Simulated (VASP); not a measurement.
# BN (F-43m) in VASP: notebook

Runs on BN. Level: PBE. Tasks: QSGW0 quasiparticle levels, G0W0 quasiparticle levels.

All numbers are computed with VASP 6.6.1; they aren't measurements. Logs are shortened: lines on timing, memory, paths and dates and some standing lists are left out, and cuts for length are marked.

## Step 1: The crystal as given

The structure is cubic, space group F-43m (No. 216). Conventional cell: a = 3.626 Å, b = 3.626 Å, c = 3.626 Å, α = 90.00°, β = 90.00°, γ = 90.00°. N (site symmetry -43m) is surrounded by 4 B at 1.57 Å. B (site symmetry -43m) has 4 N at 1.57 Å as nearest neighbours.

The cell is a database's computed one.

## Step 2: QSGW0 quasiparticle levels, PBE

POSCAR

```
BN
1.0
    0.0000000000      1.8130010000      1.8130010000
    1.8130010000      0.0000000000      1.8130010000
    1.8130010000      1.8130010000      0.0000000000
N B
1 1
Direct
    0.2500000000      0.2500000000      0.2500000000
    0.0000000000      0.0000000000      0.0000000000
```

INCAR.step1

```
SYSTEM = BN
ALGO     = Normal         ! electronic algorithm
EDIFF    = 1E-8           ! SCF threshold, eV
ENCUT    = 450            ! plane-wave cutoff, eV
GGA      = PE             ! functional
ISMEAR   = 0              ! smearing method
LASPH    = .True.         ! aspherical terms in the spheres
LCHARG   = .False.        ! write CHGCAR
LREAL    = .False.        ! projectors in reciprocal space
LWAVE    = .True.         ! write WAVECAR
NELM     = 100            ! most SCF steps
PREC     = Accurate       ! precision mode
SIGMA    = 0.01           ! smearing width, eV
```

INCAR.step2

```
SYSTEM = BN
ALGO     = Exact          ! electronic algorithm
EDIFF    = 1E-8           ! SCF threshold, eV
ENCUT    = 450            ! plane-wave cutoff, eV
GGA      = PE             ! functional
ISMEAR   = 0              ! smearing method
ISTART   = 1            
LASPH    = .True.         ! aspherical terms in the spheres
LCHARG   = .False.        ! write CHGCAR
LOPTICS  = .True.         ! frequency-dependent dielectric function
LREAL    = .False.        ! projectors in reciprocal space
LWAVE    = .True.         ! write WAVECAR
NBANDS   = 77             ! bands
NELM     = 1              ! most SCF steps
PREC     = Accurate       ! precision mode
SIGMA    = 0.01           ! smearing width, eV
```

INCAR.step3

```
SYSTEM = BN
ALGO     = QPGW0          ! electronic algorithm
EDIFF    = 1E-8           ! SCF threshold, eV
ENCUT    = 450            ! plane-wave cutoff, eV
ENCUTGW  = 150            ! cutoff of the response function
GGA      = PE             ! functional
ISMEAR   = 0              ! smearing method
ISTART   = 1            
LASPH    = .True.         ! aspherical terms in the spheres
LCHARG   = .False.        ! write CHGCAR
LREAL    = .False.        ! projectors in reciprocal space
LWAVE    = .False.        ! write WAVECAR
NBANDS   = 77             ! bands
NBANDSGW = 16           
NELMGW   = 4            
NOMEGA   = 64             ! frequency points
PREC     = Accurate       ! precision mode
PRECFOCK = Fast         
SIGMA    = 0.01           ! smearing width, eV
```

KPOINTS

```
k-points
0
Gamma
  5 5 5
  0 0 0
```

Potentials or basis: VASP PAW PBE potentials, release 64 (N_GW, B_GW).

The run is started by

```sh
$ cat potpaw_PBE.64/N_GW/POTCAR potpaw_PBE.64/B_GW/POTCAR > POTCAR
$ cp INCAR.step1 INCAR
$ mpirun -np 1 vasp_std > vasp.out
$ cp INCAR.step2 INCAR
$ mpirun -np 1 vasp_std > vasp.out
$ cp INCAR.step3 INCAR
$ mpirun -np 1 vasp_std > vasp.out
```

OUTCAR:

```text
SYSTEM = BN
   EDIFF = 1E-8
   ENCUT = 450
   ENCUTGW = 150
   GGA = PE
   ISMEAR = 0
   ISTART = 1
   LASPH = .True.
   LREAL = .False.
   NELMGW = 4
   PREC = Accurate
   PRECFOCK = Fast

 ion  position               nearest neighbor table
   1  0.250  0.250  0.250-   2 1.57   2 1.57   2 1.57   2 1.57
   2  0.000  0.000  0.000-   1 1.57   1 1.57   1 1.57   1 1.57

  LATTYP: Found a face centered cubic cell.
 ALAT       =     3.6260020000

  Lattice vectors:

 A1 = (   0.0000000000,   1.8130010000,   1.8130010000)
 A2 = (   1.8130010000,   0.0000000000,   1.8130010000)
 A3 = (   1.8130010000,   1.8130010000,   0.0000000000)

Analysis of symmetry for initial positions (statically):
=====================================================================
 Subroutine PRICEL returns:
 Original cell was already a primitive cell.

 Routine SETGRP: Setting up the symmetry group for a
 face centered cubic supercell.

 Subroutine GETGRP returns: Found 24 space group operations
 (whereof 24 operations were pure point group operations)
 out of a pool of 48 trial point group operations.

The static configuration has the point symmetry T_d .

Analysis of symmetry for dynamics (positions and initial velocities):
=====================================================================
 Subroutine PRICEL returns:
 Original cell was already a primitive cell.

 Routine SETGRP: Setting up the symmetry group for a
 face centered cubic supercell.

 Subroutine GETGRP returns: Found 24 space group operations
 (whereof 24 operations were pure point group operations)
 out of a pool of 48 trial point group operations.

The dynamic configuration has the point symmetry T_d .

 Subroutine INISYM returns: Found 24 space group operations
 (whereof 24 operations are pure point group operations),
 and found     1 'primitive' translations

----------------------------------------------------------------------------------------

                                     Primitive cell

  volume of cell :      11.9186

  direct lattice vectors                    reciprocal lattice vectors
     0.000000000  1.813001000  1.813001000    -0.275785838  0.275785838  0.275785838
     1.813001000  0.000000000  1.813001000     0.275785838 -0.275785838  0.275785838
     1.813001000  1.813001000  0.000000000     0.275785838  0.275785838 -0.275785838

  length of vectors
     2.563970603  2.563970603  2.563970603     0.477675083  0.477675083  0.477675083

  position of ions in fractional coordinates (direct lattice)
     0.250000000  0.250000000  0.250000000
     0.000000000  0.000000000  0.000000000

  ion indices of the primitive-cell ions
   primitive index   ion index
                 1           1
                 2           2

----------------------------------------------------------------------------------------

 KPOINTS: k-points

Automatic generation of k-mesh.
 Grid dimensions read from file:
 generate k-points for:    5    5    5

 Generating k-lattice:

  Cartesian coordinates                     Fractional coordinates (reciprocal lattice)
    -0.055157168  0.055157168  0.055157168     0.200000000  0.000000000  0.000000000
     0.055157168 -0.055157168  0.055157168     0.000000000  0.200000000  0.000000000
     0.055157168  0.055157168 -0.055157168     0.000000000  0.000000000  0.200000000

  Length of vectors
     0.095535017  0.095535017  0.095535017

  Shift w.r.t. Gamma in fractional coordinates (k-lattice)
     0.000000000  0.000000000  0.000000000

 Subroutine IBZKPT returns following result:
 ===========================================

 Found     10 irreducible k-points:

 Following reciprocal coordinates:
            Coordinates               Weight
  0.000000  0.000000  0.000000      1.000000
  0.200000  0.000000  0.000000      8.000000
  0.400000  0.000000  0.000000      8.000000
  0.200000  0.200000  0.000000      6.000000
  0.400000  0.200000  0.000000     24.000000
 -0.400000  0.200000  0.000000     24.000000
 -0.200000  0.200000  0.000000     12.000000
  0.400000  0.400000  0.000000      6.000000
 -0.400000  0.400000  0.000000     12.000000
 -0.400000  0.400000  0.200000     24.000000
   k-points           NKPTS =     10   k-points in BZ     NKDIM =    125   number of bands    NBANDS=     77
   number of dos      NEDOS =    301   number of ions     NIONS =      2
   total plane-waves  NPLWV =   5832
   dimension x,y,z NGX =    18 NGY =   18 NGZ =   18
   dimension x,y,z NGXF=    36 NGYF=   36 NGZF=   36
   ions per type =               1   1
   NGX,Y,Z   is equivalent  to a cutoff of  11.67, 11.67, 11.67 a.u.
   NGXF,Y,Z  is equivalent  to a cutoff of  23.34, 23.34, 23.34 a.u.
 SYSTEM =  BN
   PREC   = accura    normal or accurate (medium, high low for compatibility)
   ISTART =      1    job   : 0-new  1-cont  2-samecut
   ICHARG =      0    charge: 1-file 2-atom 10-const
   ISPIN  =      1    spin polarized calculation?
   LNONCOLLINEAR =      F non collinear calculations
   LSORBIT =      F    spin-orbit coupling
   LASPH  =      T    aspherical Exc in radial PAW
   ENCUT  =  450.0 eV  33.07 Ry    5.75 a.u.   4.43  4.43  4.43*2*pi/ulx,y,z
   NELM   =     60;   NELMIN=  2; NELMDL=  0     # of ELM steps
   EDIFF  = 0.1E-07   stopping-criterion for ELM
   LREAL  =      F    real-space projection
   EDIFFG = 0.1E-06   stopping-criterion for IOM
   NSW    =      0    number of steps for IOM
   IBRION =     -1    ionic relax: 0-MD 1-quasi-New 2-CG
   NFREE  =      0    steps in history (QN), initial steepest desc. (CG)
   ISIF   =      0    stress and relaxation
   ISYM   =      3    0-nonsym 1-usesym 2-fastsym
   POTIM  = 0.5000    time-step for ionic-motion
   TEBEG  =    0.0;   TEEND  =   0.0 temperature during run
   PSTRESS=    0.0 pullay stress
   NELECT =       8.0000    total number of electrons
   NUPDOWN=      -1.0000    fix difference up-down
   EMIN   =  10.00;   EMAX   =-10.00  energy-range for DOS
   EFERMI =   0.00;   METHOD = LEGACY
   ISMEAR =     0;   SIGMA  =   0.01  broadening in eV -4-tet -1-fermi 0-gaus
   EFERMI_NEDOS =   21; number of points for ismear=-14 and -15
   IALGO  =     38    algorithm
   IMIX   =      4    mixing-type and parameters
     AMIX     =   0.40;   BMIX     =  1.00
     AMIX_MAG =   1.60;   BMIX_MAG =  1.00
  volume/ion in A,a.u.               =       5.96        40.22
  Fermi-wavevector in a.u.,A,eV,Ry     =   1.433387  2.708709 27.954506  2.054598
  Thomas-Fermi vector in A             =   2.552911
   LORBIT       =      0    0 simple, 1 ext, 2 COOP (PROOUT), +10 PAW based schemes
   GGA     = PE    functional components
   LHFCALC =     T    Hartree Fock is set to
   PRECFOCK=fast      Normal, Fast or Accurate (Low or Medium for compatibility)
   ENCUT4O =  -1.0   cutoff for four orbital integrals eV
   NKREDX  =     1    reduce k-point grid by
   NKREDY  =     1    reduce k-point grid by
   NKREDZ  =     1    reduce k-point grid by
   AEXX    =    1.0000 exact exchange contribution
   HFSCREEN=    0.0000 screening length (either q_TF or 0.3 A-1)
   HFSCREENC=   0.0000 screening length for correlation (either q_TF or 0.3 A-1)
   ENCUTFOCK=  -1.0 apply spherical cutoff to Coloumb kernel
   IVDW    =     0    specifies the selected vdW correction
   LEPSILON=     F    determine dielectric tensor
   LRPA    =     F    only Hartree local field effects (RPA)
   LRPAFORCE           =     F    calculate RPA forces
   ENCUTGW             = 150.0    cutoff for response function in eV
   ENCUTGWSOFT         = 120.0    soft cutoff for Coulomb kernel in GW response function in eV
   ENCUTLF             =  -1.0    cutoff for local field effects
   NELMGW              =     4    number of iterations in solving QP/BSE equation
   NELMHF              =     1    number of iterations in the inner HF iteration
   NKREDLFX            =     1    NKREDLFY  =   1   NKREDLFZ  =   1
 non-spin polarized calculation
 Gauss-broadening in eV      SIGMA  =   0.01
  energy-cutoff  :      450.00
  volume of cell :       11.92
 maximum number of plane-waves:       271
 NGX is ok and might be reduce to    18
  NGX = 12; NGY = 12; NGZ = 12
   NGX =  9   NGY =  9   NGZ =  9
 maximum number of plane-waves:        59

 QP shifts <psi_nk| G(iteration)W_0 |psi_nk>: iteration 1
 for sc-GW calculations column KS-energies equals QP-energies in previous step
 and V_xc(KS)=  KS-energies - (<T + V_ion + V_H > + <T+V_H+V_ion>^1  + <V_x>^1)

 k-point   1 :       0.0000    0.0000    0.0000
  band No.  KS-energies  QP-energies   sigma(KS)   V_xc(KS)     V^pw_x(r,r')   Z            occupation Imag(sigma)

      1     -12.7746     -14.7559     -18.0065     -15.4665     -26.4500       0.7801       2.0000       1.4200
      2       7.3611       6.5279     -19.2683     -18.2565     -21.9136       0.8234       2.0000       0.0700
      3       7.3611       6.5279     -19.2683     -18.2565     -21.9136       0.8234       2.0000       0.0700
      4       7.3611       6.5279     -19.2683     -18.2565     -21.9136       0.8234       2.0000       0.0700
      5      16.1293      17.4001     -12.2226     -13.7507      -6.9425       0.8317       0.0000      -0.0830
      6      16.1293      17.4001     -12.2226     -13.7507      -6.9425       0.8317       0.0000      -0.0830
[... 8 lines left out ...]
     15      42.8189      43.1355      -9.5193      -9.9012      -1.9919       0.8291       0.0000      -1.2277
     16      54.0872      55.9410     -12.6790     -14.8698      -3.4679       0.8462       0.0000      -2.6463

 k-point   2 :       0.2000    0.0000    0.0000
  band No.  KS-energies  QP-energies   sigma(KS)   V_xc(KS)     V^pw_x(r,r')   Z            occupation Imag(sigma)

      1     -11.8242     -13.7084     -18.0673     -15.6409     -26.3420       0.7765       2.0000       1.2765
      2       3.3958       2.1517     -18.1449     -16.6083     -21.5165       0.8097       2.0000       0.0932
      3       6.5405       5.6261     -18.9016     -17.7884     -21.6561       0.8214       2.0000       0.0725
      4       6.5405       5.6261     -18.9016     -17.7884     -21.6561       0.8214       2.0000       0.0725
      5      16.7333      17.8557     -12.9771     -14.3347      -7.6069       0.8267       0.0000      -0.0886
      6      17.2995      18.6517     -12.5374     -14.1746      -7.0351       0.8260       0.0000      -0.0907
[... 8 lines left out ...]
     15      49.0033      49.4514      -9.6174     -10.1574      -1.8735       0.8298       0.0000      -1.6493
     16      51.8420      53.4768     -12.3346     -14.1649      -3.7605       0.8932       0.0000      -2.5986

 k-point   3 :       0.4000    0.0000    0.0000
  band No.  KS-energies  QP-energies   sigma(KS)   V_xc(KS)     V^pw_x(r,r')   Z            occupation Imag(sigma)

      1      -9.3717     -11.0518     -18.5967     -16.3797     -26.4043       0.7578       2.0000       0.9240
      2      -2.0697      -3.6681     -17.0975     -15.0296     -21.8847       0.7729       2.0000       0.1890
      3       5.5735       4.5548     -18.6834     -17.4388     -21.6609       0.8185       2.0000       0.0779
      4       5.5735       4.5548     -18.6834     -17.4388     -21.6609       0.8185       2.0000       0.0779
      5      17.2929      18.3296     -13.3207     -14.5785      -7.8513       0.8242       0.0000      -0.0933
      6      18.0165      19.3301     -12.3881     -13.9792      -6.7848       0.8256       0.0000      -0.0964
[... 930 lines left out ...]
      1      -9.2396      -9.2963      -9.2609      -9.2679       0.7531       2.0000
      2      -3.0263      -3.0524      -3.0501      -3.0568       0.7801       2.0000
      3      -1.4200      -1.4448      -1.4400      -1.4451       0.7964       2.0000
      4       1.4776       1.4423       1.4448       1.4371       0.8107       2.0000
      5      14.4727      14.4758      14.4818      14.4835       0.8458       0.0000
      6      20.0664      20.0681      20.0700      20.0707       0.8314       0.0000
[... 8 lines left out ...]
     15      53.5947      53.5942      53.5537      53.5502       0.9202       0.0000
     16      54.7024      54.7019      54.7000      54.6997       0.8998       0.0000

 k-point  10 :      -0.4000    0.4000    0.2000
  band No. DFT-energies  QP-energies  QP-e(diag)   sigma(DFT)    Z            occupation

      1      -9.7531      -9.8067      -9.7990      -9.8136       0.7578       2.0000
      2      -2.6320      -2.6599      -2.6546      -2.6608       0.7855       2.0000
      3      -0.7706      -0.7994      -0.7922      -0.7977       0.7987       2.0000
      4       0.8967       0.8666       0.8881       0.8861       0.8105       2.0000
      5      17.4995      17.4905      17.5007      17.5009       0.8325       0.0000
      6      20.8740      20.8795      20.8837      20.8858       0.8260       0.0000
[... 8 lines left out ...]
     15      51.7714      51.7713      51.7624      51.7610       0.8718       0.0000
     16      55.7073      55.7105      55.6745      55.6702       0.8833       0.0000
```

Run time: 4 min. Hardware: 1 thread of Intel Xeon 6975P-C (Granite Rapids), shared host; peak memory 0.32 GiB.

What came out:

```yaml
Band_gap_on_the_k_mesh_mean-field_level: 4.92 eV, indirect (least direct gap 8.77 eV)
Quasiparticle_gap: 6.84 eV
Least_direct_quasiparticle_gap: 11.41 eV
```

Quasiparticle gap after each update of the energies (eV): 6.44, 6.66, 6.77, 6.84

Caveat: the k mesh is coarse (spacing up to 0.60 Å⁻¹), so the values aren't converged; bands, screening cutoff and mesh are small and nothing is extrapolated, so the quasiparticle values aren't converged; an odd mesh through Γ misses points on the zone boundary, where band edges often lie.

(Part 1 of 3 ends here.)
